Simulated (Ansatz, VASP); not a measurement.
## AlN: VASP beside Ansatz

The input INCAR:

```
SYSTEM = AlN
PREC = Accurate
ENCUT = 520
EDIFF = 1E-7
ISMEAR = 0
SIGMA = 0.05
LREAL = .False.
LASPH = .True.
NELM = 100
ALGO = Normal
ISIF = 2
LWAVE = .False.
LCHARG = .False.
GGA = PE
NBANDS = 16
```

File KPOINTS:

```
regular mesh
0
Gamma
  9 9 6
  0 0 0
```

The input POSCAR:

```
AlN
1.0
    3.6019258692      0.0000000000      0.0000000000
   -1.8009629346      3.1193593053      0.0000000000
    0.0000000000      0.0000000000      4.1875630000
Al N
2 2
Direct
    0.3333333333      0.6666666667      0.7500000000
    0.6666666667      0.3333333333      0.2500000000
    0.3333333333      0.6666666667      0.2500000000
    0.6666666667      0.3333333333      0.7500000000
```

Input for Ansatz:

```yaml
crystal:
  lattice:
    - [3.6019258692, 0.0, 0.0]
    - [-1.8009629346, 3.1193593053, 0.0]
    - [0.0, 0.0, 4.187563]
  atoms:
    - { symbol: Al, position: [0.3333333333, 0.6666666667, 0.75] }
    - { symbol: Al, position: [0.6666666667, 0.3333333333, 0.25] }
    - { symbol: "N", position: [0.3333333333, 0.6666666667, 0.25] }
    - { symbol: "N", position: [0.6666666667, 0.3333333333, 0.75] }
basis:
  ecutwfc: 420
kpoints:
  mp_grid: { grid: [9, 9, 6] }
hamiltonian:
  xc: pbe
scf:
  occupations: { method: gaussian, width: 0.05 }
output:
  forces: true
  stress: true
  eigenvalues: true
```

Change from the starting cell: strain +0.0875 x Voigt [1, 1, 0, 0, 0, 0], atoms carried along.

Alike in both runs: task single point; functional PBE; k mesh 9 × 9 × 6; occupations gaussian, width 0.05 eV; no spin polarisation.

|  | VASP | Ansatz |
| --- | --- | --- |
| version | VASP 6.6.1 | Ansatz 0.2.0 |
| potentials or method | VASP PAW PBE potentials, release 64 (Al, N) | scalar-relativistic, plane waves, PAW |
| plane-wave cutoff (eV) | 520 | 420 |
| valence electrons in the cell | 16 | 16 |

|  | VASP | Ansatz | Ansatz less VASP |
| --- | --- | --- | --- |
| gap on the k mesh at the Fermi level (eV) | 2.39 | 2.39 | -0.003 |
| least direct gap on the mesh (eV) | 2.39 | 2.39 | -0.003 |
| pressure (GPa) | -24.7 | -24.6 | +0.15 |
| largest component of the traceless stress (GPa) | 5.28 | 5.21 | -0.060 |

Caveats: so large a pressure means that the cell lies far from this level's equilibrium, or that cutoff or potentials fall short (VASP).
